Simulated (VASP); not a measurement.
**GaN: phonons with PBE**

The system is GaN.

```
Ga N
1.0
     3.21773    0.00000    0.00000
    -1.60886    2.78663    0.00000
     0.00000    0.00000    5.24405
Ga N
2 2
Direct
  0.33333 0.66667 0.99919
  0.66667 0.33333 0.49919
  0.33333 0.66667 0.37581
  0.66667 0.33333 0.87581
```

| Property | Result |
| --- | --- |
| Program | VASP 6.6.1 |
| Task | phonons |
| Functional | PBE |
| Potentials or basis | VASP PAW PBE potentials, release 64 (Ga_d, N) |
| Cutoff | 600 eV |
| k mesh | 12 × 12 × 5 |
| Occupations | gaussian, width 0.03 eV |
| Spin | no spin polarisation |
| By perturbation theory | no |
| Further INCAR settings | ALGO = Fast; EDIFF = 1e-08; IBRION = 6; POTIM = 0.015; NSW = 1 |

```
Highest phonon frequency at Γ, LO-TO splitting left out : 654 cm⁻¹
```

Phonon frequencies in cm⁻¹ (negative: imaginary):
```tsv
q point	frequencies
(0.000, 0.000, 0.000)	0 0 0 137 137 320 499 521 521 529 529 654
```

Run time: 21 min on 2 MPI ranks on AMD EPYC 7R13 Processor (Zen 3), on a shared host, peak memory 0.69 GiB a rank.
